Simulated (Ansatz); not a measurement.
# Meshes and cutoff for the phonons of LiBr (Fm-3m), part 2 of 3

Aim: how dense must the meshes and how high the cutoff be for the phonons of LiBr (Fm-3m)?

Ansatz 0.2.0; DFT PBE, scalar-relativistic, plane waves, PAW.

So far, highest frequency on the path or at a solved wavevector (cm⁻¹): step 3 (the dispersion) 345; step 4 (q mesh 2×2×2) 345. The relaxed cell has a = 5.511 Å (conventional setting).

## (6) Another q mesh, k-mesh 12×12×12, q mesh 6×6×6

The q mesh is changed to 6×6×6, to see how far the force constants must reach; the k mesh is 12×12×12, against 8×8×8 in the base run, so that the q mesh divides it.

input.yaml

```yaml
crystal:
  lattice:
    - [0.0, 2.7554040619, 2.7554040619]
    - [2.7554040619, 0.0, 2.7554040619]
    - [2.7554040619, 2.7554040619, 0.0]
  atoms:
    - { symbol: Li, position: [0.0, 0.0, 0.0] }
    - { symbol: Br, position: [0.5, 0.5, 0.5] }
kpoints:
  mp_grid: { grid: [12, 12, 12] }
hamiltonian:
  xc: pbe
scf:
  occupations: { method: fixed }
output:
  eigenvalues: true
phonons:
  method: dfpt
  qmesh: [6, 6, 6]
  temperatures: { t_max: 1000, t_step: 50 }
  qpath:
    path:
      - [[0.0, 0.0, 0.0], [0.5, 0.0, 0.5], [0.625, 0.25, 0.625]]
      - [[0.375, 0.375, 0.75], [0.0, 0.0, 0.0], [0.5, 0.5, 0.5], [0.5, 0.25, 0.75], [0.5, 0.0, 0.5]]
    npoints: 10
  non_analytic_term:
    high_frequency_dielectric_tensor: [[3.4129, 0.0, 0.0], [0.0, 3.4129, 0.0], [0.0, 0.0, 3.4129]]
    born_effective_charges:
      - { species: Li, tensor: [[1.2407, 0.0, 0.0], [0.0, 1.2407, 0.0], [0.0, 0.0, 1.2407]] }
      - { species: Br, tensor: [[-1.2407, 0.0, 0.0], [0.0, -1.2407, 0.0], [0.0, 0.0, -1.2407]] }
    source: "zone-centre run at this cell"
```

Command:

```bash
> ansatz run input.yaml --threads 4 --pin off --max-ram 7168MiB --backend cpu --events-out ev --progress --plain --runs-dir out
```

Numbers of over 12 decimals in the logs are rounded to 6 here.

Output:

```text
[...]
Crystal: 2 atoms, lattice volume = 41.839 Å³
Basis set: ecut = 420 eV, 869 PW (Γ), exchange–correlation on 54×54×54 points (8 copies of the dense FFT grid, shifted against one another)
Bands: 9, of which v1, the nominal top of the filled ones, is band 5 counted from 1 (4 counted from 0)
Symmetry: 48 space group operations
k-points: 72 of 1728
[...]
E sigma→0 (E₀):  -2990.959449 eV
Fermi energy:    2.000119 eV
[...]
--- Band table (eV; the first three rows and the last of 72) ---
[...]
ASR residual: 7.870e-5 → 0.000e0 eV/Å²; symmetrization residual: 5.500e-7 eV/Å²
  ASR residual per site (eV/Å²): 7.87e-5 2.93e-6
  Γ frequencies (cm⁻¹): 0.00 0.00 0.00 140.97 140.97 140.97
--- Phonons (arbitrary-q DFPT): 16 irreducible q on the 6×6×6 mesh ---
[...]
interpolated dispersion: 63 rows × 6 modes
[...]
[key lines of the parts left out:]
SCF converged after 8 iterations
Free energy (F): -2990.959449 eV
```

Run time: 5.1 min. Hardware: 4 threads of Arm Neoverse V2, shared host; peak memory 1.5 GiB.

The mean frequency is 139.3 cm⁻¹, -0.1 cm⁻¹ against the base run, whose k mesh differs too.

## (7) Comparing the runs

Times are for 4 threads of Arm Neoverse V2, shared host. The runs compared:

| no. | q mesh | k-mesh | mean frequency (cm⁻¹) | zero-point energy per atom (meV) | lowest frequency on the path (cm⁻¹) | time | memory (GiB) |
| --- | --- | --- | --- | --- | --- | --- | --- |
| 1 | 2×2×2 | 8×8×8 | 141.7 | 26.36 | 0 | 6 s | 0.44 |
| 2 | 3×3×3 | 9×9×9 | 139.2 | 25.88 | 0 | 19 s | 0.61 |
| 3 | 6×6×6 | 12×12×12 | 139.3 | 25.91 | 0 | 5.1 min | 1.5 |

The runs together. Table of phonon density of states by wavenumber; read off at these points; values in 1/cm⁻¹/cell:

| wavenumber (cm⁻¹) | 2×2×2, 8×8×8 | 3×3×3, 9×9×9 | 6×6×6, 12×12×12 |
| --- | --- | --- | --- |
| 2 | 1.0e-5 | 2.0e-5 | 2.0e-5 |
| 12 | 3.7e-4 | 6.8e-4 | 4.7e-4 |
| 28 | 0.0025 | 0.00359 | 0.00279 |
| 38 | 0.00581 | 0.00732 | 0.00618 |
| 52 | 0.0192 | 0.0190 | 0.018 |
| 62 | 0.0608 | 0.0449 | 0.0449 |
| 68 | 0.0655 | 0.0529 | 0.0521 |
| 72 | 0.0625 | 0.0539 | 0.0582 |
| 88 | 0.0308 | 0.0311 | 0.0332 |
| 98 | 0.0146 | 0.0267 | 0.0285 |
| 108 | 0.0736 | 0.0484 | 0.0737 |
| 122 | 0.00203 | 0.0055 | 0.00248 |
| 132 | 0 | 0.0054 | 0 |
| 148 | 0.0349 | 0.0394 | 0.0242 |
| 152 | 0.057 | 0.0615 | 0.0584 |
| 158 | 0.0532 | 0.0662 | 0.0679 |
| 168 | 0.0264 | 0.0573 | 0.139 |
| 178 | 0.0427 | 0.0170 | 0.00179 |
| 182 | 0.0376 | 0.00187 | 0.002 |
| 192 | 0.0182 | 0.00244 | 0.00267 |
| 202 | 0.00603 | 0.00322 | 0.00353 |
| 218 | 0.00403 | 0.00456 | 0.00606 |
| 228 | 0.00448 | 0.00486 | 0.00625 |
| 242 | 0.00519 | 0.00519 | 0.0065 |
| 252 | 0.00557 | 0.00543 | 0.00668 |
| 262 | 0.00611 | 0.00582 | 0.00683 |
| 278 | 0.00692 | 0.00641 | 0.00716 |
| 288 | 0.00765 | 0.00695 | 0.00748 |
| 298 | 0.0085 | 0.00768 | 0.0078 |
| 312 | 0.0109 | 0.0099 | 0.00881 |
| 322 | 0.0132 | 0.0139 | 0.00856 |
| 338 | 0.00402 | 0.00349 | 0.00264 |
| 348 | 0 | 1.0e-5 | 0 |

The runs together, line C_V. C_V against temperature; values in J/mol-atom/K:

| temperature (K) | 2×2×2, 8×8×8 | 3×3×3, 9×9×9 | 6×6×6, 12×12×12 |
| --- | --- | --- | --- |
| 0 | 0 | 0 | 0 |
| 50 | 9.91 | 10.00 | 9.91 |
| 100 | 17.7 | 17.9 | 17.9 |
| 150 | 21.0 | 21.1 | 21.1 |
| 200 | 22.5 | 22.6 | 22.6 |
| 250 | 23.3 | 23.4 | 23.4 |
| 300 | 23.8 | 23.8 | 23.8 |
| 350 | 24.1 | 24.1 | 24.1 |
| 400 | 24.3 | 24.3 | 24.3 |
| 450 | 24.4 | 24.4 | 24.4 |
| 500 | 24.5 | 24.5 | 24.5 |
| 550 | 24.6 | 24.6 | 24.6 |
| 600 | 24.6 | 24.7 | 24.7 |
| 650 | 24.7 | 24.7 | 24.7 |
| 700 | 24.7 | 24.7 | 24.7 |
| 750 | 24.7 | 24.8 | 24.8 |
| 800 | 24.8 | 24.8 | 24.8 |
| 850 | 24.8 | 24.8 | 24.8 |
| 900 | 24.8 | 24.8 | 24.8 |
| 950 | 24.8 | 24.8 | 24.8 |
| 1000 | 24.8 | 24.8 | 24.8 |

## (8) Another k mesh, k-mesh 2×2×2, q mesh 2×2×2

The k mesh is changed to 2×2×2 on a small fixed q mesh, to find the coarsest that serves.

input.yaml, the sections that differ from step 6:

```yaml
kpoints:
  mp_grid: { grid: [2, 2, 2] }
phonons:
  method: dfpt
  dielectric: true
  rigid_motions: translations
  qmesh: [2, 2, 2]
  temperatures: { t_max: 1000, t_step: 50 }
  qpath:
    path:
      - [[0.0, 0.0, 0.0], [0.5, 0.0, 0.5], [0.625, 0.25, 0.625]]
      - [[0.375, 0.375, 0.75], [0.0, 0.0, 0.0], [0.5, 0.5, 0.5], [0.5, 0.25, 0.75], [0.5, 0.0, 0.5]]
    npoints: 10
# crystal, hamiltonian, scf, output: as in step 6
```

Output:

```text
[...]
Crystal: 2 atoms, lattice volume = 41.839 Å³
Basis set: ecut = 420 eV, 869 PW (Γ), exchange–correlation on 54×54×54 points (8 copies of the dense FFT grid, shifted against one another)
Bands: 9, of which v1, the nominal top of the filled ones, is band 5 counted from 1 (4 counted from 0)
Symmetry: 48 space group operations
k-points: 4 of 8 (irreducible under 8 space group operations)
[...]
SCF iter   1: F=—  HF=-2990.336787 eV  |F-HF|=—  |Δ(HF+E_count)|=         —  Δρ=7.91e-3  dr2=4.90e-2  ethr=1.77e-3  ⟨swp⟩=5.0  Hψ=211  notcnv=0  defer=7
[...]
SCF iter   6: F=-2990.323615 eV  HF=-2990.323615 eV  |F-HF|=1.91e-11  |Δ(HF+E_count)|=   7.74e-9  Δρ=2.01e-7  dr2=8.85e-12  ethr=1.00e-12  ⟨swp⟩=10.5  Hψ=268  notcnv=0
SCF 1 converged in 6 iterations: F = -2990.323615 eV  dr2 = 8.85e-12
[...]
DFPT response loops at Γ: preconditioner auto → none (the input reference at scf.mixing.eps_inf says where Resta's filter doesn't serve); β = 0.50; Broyden in place of MSR1
── the response to a field inside a basis, on 4×4×4 k-points: an SCF that follows is theirs, and a resumed run solves both again ──
Bands: 6, of which v1, the nominal top of the filled ones, is band 5 counted from 1 (4 counted from 0)
k-points: 10 of 64 (irreducible under 12 space group operations)
[...]
Eigensolver: Dense (10 Hₖ)
SCF iter   1: F=—  HF=-2990.973866 eV  |F-HF|=—  |Δ(HF+E_count)|=         —  Δρ=8.45e-3  dr2=5.64e-2  ethr=1.00e-1
[...]
SCF iter   5: F=-2990.959611 eV  HF=-2990.959611 eV  |F-HF|=5.79e-9  |Δ(HF+E_count)|=   6.91e-7  Δρ=2.37e-6  dr2=1.59e-9  ethr=2.49e-9
SCF 1 converged in 5 iterations: F = -2990.959611 eV  dr2 = 1.59e-9
[...]
WARN: field response: ε∞ stands inside a basis, on 4×4×4 points; the force constants stand on the 2×2×2 k-mesh, whose period is 8.48 times the interband length at k = (0.0000, 0.0000, -0.5000), direct gap 5.770 eV, under 14: take them and everything formed from them as unconverged, and compare with a denser kpoints.mp_grid
[...]
SCF converged after 6 iterations
Free energy (F): -2990.323615 eV
[...]
Internal energy: -2990.323615 eV  (E = F + TS)
E sigma→0 (E₀):  -2990.323615 eV
Fermi energy:    2.243290 eV
[...]
--- Band table (eV) ---
[...]
--- Phonons (Γ-DFPT): 2 representative perturbations + reference, on 4 of 8 k-points (Σ response iterations 6) ---
  k mesh reduced under 8 symmetry operations, with k and −k counted as one. Each operation leaves every solved perturbation unchanged. A smaller set is not considered because the run solves the response to a homogeneous field
  ASR residual: 3.561e-4 → 0.000e0 eV/Å²; symmetrization residual: 2.059e-7 eV/Å²
  ASR residual per site (eV/Å²): 1.13e-4 3.56e-4
  Γ frequencies (cm⁻¹): 0.00 0.00 0.00 35.54 35.54 35.54
  ε∞ (high-frequency dielectric tensor):
        3.414149     0.000000     0.000000
        0.000000     3.414149     0.000000
        0.000000     0.000000     3.414149
  ε⁰ (static dielectric tensor: ions relaxed, cell fixed):
      227.754854    -0.000000    -0.000000
       -0.000000   227.754854     0.000000
       -0.000000     0.000000   227.754854
  ε⁰ − ε∞ (ionic part):
      224.340704    -0.000000    -0.000000
       -0.000000   224.340704     0.000000
       -0.000000     0.000000   224.340704
  softest optical mode at Γ: 35.54 cm⁻¹; the repairs (sum rule, projections) moved no ω² at Γ by more than (2.12 cm⁻¹)²
  Born effective charges Z* (e; rows j = field, columns β = displacement):
    site 0:
         1.24022   -0.00000    0.00000
        -0.00000    1.24022    0.00000
        -0.00000    0.00000    1.24022
    site 1:
        -1.24022    0.00000   -0.00000
         0.00000   -1.24022   -0.00000
         0.00000   -0.00000   -1.24022
  Z* charge neutrality: 6.135e-4 e pre-enforcement
  solved inside a basis spanned on kpoints, on 4×4×4 k-points, its susceptibility summed on 8×8×8: ε∞ is read to err by 7.6e-3, Z* by 3.6e-2 e (field_mesh: kpoints solves on kpoints); Z* is corrected for what the basis lacks
  optical modes at Γ without the LO–TO term, one row a degenerate level:
      ω (cm⁻¹)  modes    IR ((D/Å)²/amu)
         35.54      3            16.6722
  optical modes at Γ + LO–TO along q̂ = [1.0000, 0.0000, 0.0000]:
      ω (cm⁻¹)  modes    IR ((D/Å)²/amu)
         35.54      2            11.1148
        290.24      1             5.5574
  optical modes at Γ + LO–TO along q̂ = [0.0000, 1.0000, 0.0000]:
      ω (cm⁻¹)  modes    IR ((D/Å)²/amu)
         35.54      2            11.1148
        290.24      1             5.5574
  optical modes at Γ + LO–TO along q̂ = [0.0000, 0.0000, 1.0000]:
      ω (cm⁻¹)  modes    IR ((D/Å)²/amu)
         35.54      2            11.1148
        290.24      1             5.5574
--- Phonons (arbitrary-q DFPT): 3 irreducible q on the 2×2×2 mesh ---
[...]
interpolated dispersion: 63 rows × 6 modes
[...]
zero-point energy: 0.035667 eV/cell   skipped modes (ω ≤ 0): 448, of them read as no rigid motion or as one in doubt: 445 (1.726e0 modes/cell left out, lowest -61.85 cm⁻¹)   left out of the sums: 2.88e-1 of the cell's modes: C_V's classical limit lies that fraction below 3 k_B per atom; for a crystal, a wire or a layer, F and S can be off by more, and a phonons.interpolated_qmesh denser along its periods is the remedy for the sampling
```

Elapsed: 3.6 s, on 4 threads; peak memory 0.34 GiB; 11 s of CPU time.

The run finished; it serves as a test, and its numbers are not taken as the result.

## (9) Another k mesh, k-mesh 4×4×4, q mesh 2×2×2

The k mesh is changed to 4×4×4 on a small fixed q mesh, to find the coarsest that serves.

input.yaml, as its differences from that of step 8:

```diff
@@ -9,3 +9,3 @@
 kpoints:
-  mp_grid: { grid: [2, 2, 2] }
+  mp_grid: { grid: [4, 4, 4] }
 hamiltonian:
```

Output:

```text
[...]
Crystal: 2 atoms, lattice volume = 41.839 Å³
Basis set: ecut = 420 eV, 869 PW (Γ), exchange–correlation on 54×54×54 points (8 copies of the dense FFT grid, shifted against one another)
Bands: 9, of which v1, the nominal top of the filled ones, is band 5 counted from 1 (4 counted from 0)
Symmetry: 48 space group operations
k-points: 13 of 64 (irreducible under 8 space group operations, time reversal used)
[...]
SCF iter   1: F=—  HF=-2990.949055 eV  |F-HF|=—  |Δ(HF+E_count)|=         —  Δρ=1.91e-4  dr2=1.31e-5  ethr=1.77e-3  ⟨swp⟩=5.3  Hψ=729  notcnv=0  defer=20
[...]
SCF iter   7: F=-2990.949065 eV  HF=-2990.949065 eV  |F-HF|=2.27e-12  |Δ(HF+E_count)|=  6.28e-11  Δρ=3.08e-7  dr2=1.33e-11  ethr=1.00e-12  ⟨swp⟩=9.8  Hψ=782  notcnv=0
SCF 1 converged in 7 iterations: F = -2990.949065 eV  dr2 = 1.33e-11
[...]
Bands: 6, of which v1, the nominal top of the filled ones, is band 5 counted from 1 (4 counted from 0)
k-points: 10 of 64 (irreducible under 12 space group operations)
[...]
Eigensolver: Dense (10 Hₖ)
SCF iter   1: F=—  HF=-2990.959008 eV  |F-HF|=—  |Δ(HF+E_count)|=         —  Δρ=2.94e-4  dr2=6.72e-5  ethr=1.00e-1
[...]
SCF iter   4: F=-2990.958994 eV  HF=-2990.958994 eV  |F-HF|=8.84e-10  |Δ(HF+E_count)|=   4.51e-7  Δρ=1.34e-6  dr2=3.47e-10  ethr=3.52e-9
SCF 1 converged in 4 iterations: F = -2990.958994 eV  dr2 = 3.47e-10
[...]
SCF converged after 7 iterations
Free energy (F): -2990.949065 eV
[...]
Internal energy: -2990.949065 eV  (E = F + TS)
E sigma→0 (E₀):  -2990.949065 eV
Fermi energy:    2.003368 eV
[...]
--- Band table (eV; the first three rows and the last of 13) ---
[...]
ASR residual: 2.913e-4 → 0.000e0 eV/Å²; symmetrization residual: 4.999e-7 eV/Å²
  ASR residual per site (eV/Å²): 8.19e-5 2.91e-4
  Γ frequencies (cm⁻¹): 0.00 0.00 0.00 138.92 138.92 138.92
  ε∞ (high-frequency dielectric tensor):
        3.414347    -0.000000     0.000000
       -0.000000     3.414347    -0.000000
        0.000000    -0.000000     3.414347
  ε⁰ (static dielectric tensor: ions relaxed, cell fixed):
       18.102122    -0.000000     0.000000
       -0.000000    18.102122     0.000000
        0.000000     0.000000    18.102122
  ε⁰ − ε∞ (ionic part):
       14.687775    -0.000000     0.000000
       -0.000000    14.687775     0.000000
        0.000000     0.000000    14.687775
[...]
Born effective charges Z* (e; rows j = field, columns β = displacement):
    site 0:
         1.24053    0.00000    0.00000
        -0.00000    1.24053    0.00000
         0.00000   -0.00000    1.24053
    site 1:
        -1.24053   -0.00000   -0.00000
         0.00000   -1.24053   -0.00000
        -0.00000    0.00000   -1.24053
  Z* charge neutrality: 4.101e-4 e pre-enforcement
[...]
optical modes at Γ without the LO–TO term, one row a degenerate level:
      ω (cm⁻¹)  modes    IR ((D/Å)²/amu)
        138.92      3            16.6805
  optical modes at Γ + LO–TO along q̂ = [1.0000, 0.0000, 0.0000]:
      ω (cm⁻¹)  modes    IR ((D/Å)²/amu)
        138.92      2            11.1204
        319.86      1             5.5602
  optical modes at Γ + LO–TO along q̂ = [0.0000, 1.0000, 0.0000]:
      ω (cm⁻¹)  modes    IR ((D/Å)²/amu)
        138.92      2            11.1204
        319.86      1             5.5602
  optical modes at Γ + LO–TO along q̂ = [0.0000, 0.0000, 1.0000]:
      ω (cm⁻¹)  modes    IR ((D/Å)²/amu)
        138.92      2            11.1204
        319.86      1             5.5602
--- Phonons (arbitrary-q DFPT): 3 irreducible q on the 2×2×2 mesh ---
[...]
interpolated dispersion: 63 rows × 6 modes
[...]
```

Elapsed: 3.8 s, on 4 threads; peak memory 0.37 GiB; 12 s of CPU time.

The run finished; it serves as a test, and its numbers are not taken as the result.

## (10) Another k mesh, k-mesh 6×6×6, q mesh 2×2×2

The k mesh is changed to 6×6×6 on a small fixed q mesh, to find the coarsest that serves.

input.yaml, as its differences from that of step 9:

```diff
@@ -9,3 +9,3 @@
 kpoints:
-  mp_grid: { grid: [4, 4, 4] }
+  mp_grid: { grid: [6, 6, 6] }
 hamiltonian:
```

Output:

```text
[...]
Crystal: 2 atoms, lattice volume = 41.839 Å³
Basis set: ecut = 420 eV, 869 PW (Γ), exchange–correlation on 54×54×54 points (8 copies of the dense FFT grid, shifted against one another)
Bands: 9, of which v1, the nominal top of the filled ones, is band 5 counted from 1 (4 counted from 0)
Symmetry: 48 space group operations
k-points: 30 of 216 (irreducible under 8 space group operations, time reversal used)
[...]
optical modes at Γ + LO–TO along q̂ = [0.0000, 1.0000, 0.0000]:
      ω (cm⁻¹)  modes    IR ((D/Å)²/amu)
        140.87      2            11.1201
        320.72      1             5.5601
  optical modes at Γ + LO–TO along q̂ = [0.0000, 0.0000, 1.0000]:
      ω (cm⁻¹)  modes    IR ((D/Å)²/amu)
        140.87      2            11.1201
        320.72      1             5.5601
--- Phonons (arbitrary-q DFPT): 3 irreducible q on the 2×2×2 mesh ---
[...]
interpolated dispersion: 63 rows × 6 modes
[...]
[key lines of the parts left out:]
SCF converged after 6 iterations
Free energy (F): -2990.959144 eV
Fermi energy:    1.995171 eV
```

The job ended after 6 s (4 threads; peak memory 0.43 GiB).

Frequencies (cm⁻¹) solved at each irreducible wavevector; negative means imaginary. Frequencies by wavevector, by row:

| q in reciprocal lattice units | star | mode 1 | mode 2 | mode 3 | mode 4 | mode 5 | mode 6 |
| --- | --- | --- | --- | --- | --- | --- | --- |
| 0 0 0 | 1 | 0 | 0 | 0 | 140.9 | 140.9 | 140.9 |
| 0 0 -0.5 | 4 | 61.5 | 61.5 | 122.1 | 170.6 | 170.6 | 345.3 |
| 0 -0.5 -0.5 | 3 | 77 | 77 | 113.9 | 150.4 | 150.4 | 168.9 |

The highest optical mode at the zone centre (no LO-TO term) is 140.9 cm⁻¹, -0.1 cm⁻¹ against the base run.

## (11) Another k mesh, q mesh 2×2×2

The k mesh is changed to 8×8×8 on a small fixed q mesh, to find the coarsest that serves.

input.yaml, as its differences from that of step 10:

```diff
@@ -9,3 +9,3 @@
 kpoints:
-  mp_grid: { grid: [6, 6, 6] }
+  mp_grid: { grid: [8, 8, 8] }
 hamiltonian:
```

Output:

```text
[...]
Crystal: 2 atoms, lattice volume = 41.839 Å³
Basis set: ecut = 420 eV, 869 PW (Γ), exchange–correlation on 54×54×54 points (8 copies of the dense FFT grid, shifted against one another)
Bands: 9, of which v1, the nominal top of the filled ones, is band 5 counted from 1 (4 counted from 0)
Symmetry: 48 space group operations
k-points: 59 of 512 (irreducible under 8 space group operations, time reversal used)
[...]
optical modes at Γ + LO–TO along q̂ = [0.0000, 1.0000, 0.0000]:
      ω (cm⁻¹)  modes    IR ((D/Å)²/amu)
        140.97      2            11.1237
        320.86      1             5.5619
  optical modes at Γ + LO–TO along q̂ = [0.0000, 0.0000, 1.0000]:
      ω (cm⁻¹)  modes    IR ((D/Å)²/amu)
        140.97      2            11.1237
        320.86      1             5.5619
--- Phonons (arbitrary-q DFPT): 3 irreducible q on the 2×2×2 mesh ---
[...]
interpolated dispersion: 63 rows × 6 modes
[...]
[key lines of the parts left out:]
SCF converged after 7 iterations
Free energy (F): -2990.959438 eV
Fermi energy:    1.994799 eV
```

Elapsed: 6.8 s, on 4 threads; peak memory 0.44 GiB; 25 s of CPU time.

Frequencies (cm⁻¹) solved at each irreducible wavevector; negative means imaginary. Frequencies by wavevector, by row:

| q in reciprocal lattice units | star | mode 1 | mode 2 | mode 3 | mode 4 | mode 5 | mode 6 |
| --- | --- | --- | --- | --- | --- | --- | --- |
| 0 0 0 | 1 | 0 | 0 | 0 | 141 | 141 | 141 |
| 0 0 -0.5 | 4 | 61.6 | 61.6 | 122.1 | 170.6 | 170.6 | 345.3 |
| 0 -0.5 -0.5 | 3 | 77.1 | 77.1 | 113.9 | 150.5 | 150.5 | 169 |

The highest optical mode at the zone centre (no LO-TO term) is 141.0 cm⁻¹, +0.0 cm⁻¹ against the base run.

## (12) Another k mesh, k-mesh 12×12×12, q mesh 2×2×2

The k mesh is changed to 12×12×12 on a small fixed q mesh, to find the coarsest that serves.

input.yaml, as its differences from that of step 11:

```diff
@@ -9,3 +9,3 @@
 kpoints:
-  mp_grid: { grid: [8, 8, 8] }
+  mp_grid: { grid: [12, 12, 12] }
 hamiltonian:
```

Output:

```text
[...]
Crystal: 2 atoms, lattice volume = 41.839 Å³
Basis set: ecut = 420 eV, 869 PW (Γ), exchange–correlation on 54×54×54 points (8 copies of the dense FFT grid, shifted against one another)
Bands: 9, of which v1, the nominal top of the filled ones, is band 5 counted from 1 (4 counted from 0)
Symmetry: 48 space group operations
k-points: 163 of 1728 (irreducible under 8 space group operations, time reversal used)
[...]
optical modes at Γ + LO–TO along q̂ = [0.0000, 1.0000, 0.0000]:
      ω (cm⁻¹)  modes    IR ((D/Å)²/amu)
        140.97      2            11.1237
        320.81      1             5.5619
  optical modes at Γ + LO–TO along q̂ = [0.0000, 0.0000, 1.0000]:
      ω (cm⁻¹)  modes    IR ((D/Å)²/amu)
        140.97      2            11.1237
        320.81      1             5.5619
--- Phonons (arbitrary-q DFPT): 3 irreducible q on the 2×2×2 mesh ---
[...]
interpolated dispersion: 63 rows × 6 modes
[...]
[key lines of the parts left out:]
SCF converged after 6 iterations
Free energy (F): -2990.959449 eV
Fermi energy:    2.000121 eV
```

Wall time 18 s (4 threads); peak memory 0.69 GiB; 68 s of CPU time.

Frequencies (cm⁻¹) solved at each irreducible wavevector; negative means imaginary. Frequencies by wavevector, by row:

| q in reciprocal lattice units | star | mode 1 | mode 2 | mode 3 | mode 4 | mode 5 | mode 6 |
| --- | --- | --- | --- | --- | --- | --- | --- |
| 0 0 0 | 1 | 0 | 0 | 0 | 141 | 141 | 141 |
| 0 0 -0.5 | 4 | 61.6 | 61.6 | 122.1 | 170.6 | 170.6 | 345.3 |
| 0 -0.5 -0.5 | 3 | 77.1 | 77.1 | 113.9 | 150.5 | 150.5 | 169 |

The highest optical mode at the zone centre (no LO-TO term) is 141.0 cm⁻¹, +0.0 cm⁻¹ against the base run.

(Part 2 of 3 ends here.)

[Logs are printed without paths, hosts, clocks, repeated set-up lines and the standing remarks that a program may print on its own settings, such as how far it seeks lower states.]

[Hosts, paths, dates, database ids (printed as entryN), source tags and the programs' standing remarks are cut or masked in the printed files.]
